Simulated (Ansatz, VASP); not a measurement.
Two plane-wave programs on LiCl

```
Li Cl
1.0
     0.00000    2.48782    2.64170
     2.48782    0.00000    2.64170
     2.48782    2.48782    0.00000
Li Cl
1 1
Direct
  0.00000 0.00000 0.00000
  0.50000 0.50000 0.50000
```

Change from the starting cell: strain -0.030 along x and y, +0.030 along z, atoms carried along.

Alike in both runs: task single point; functional PBE; k mesh 8 × 8 × 8; occupations gaussian, width 0.05 eV; no spin polarisation.

|  | VASP | Ansatz |
| --- | --- | --- |
| version | VASP 6.6.1 | Ansatz 0.2.0 |
| potentials or method | VASP PAW PBE potentials, release 64 (Li_sv, Cl) | scalar-relativistic, plane waves, PAW |
| plane-wave cutoff (eV) | 520 | 420 |
| valence electrons in the cell | 10 | 10 |

VASP gave:

* gap on the k mesh at the Fermi level (eV): 6.44
* least direct gap on the mesh (eV): 6.44

Problem. What did Ansatz give for the same quantities?

Solution. gap on the k mesh at the Fermi level (eV): 6.42; least direct gap on the mesh (eV): 6.42.

 A k mesh can miss the band edges.
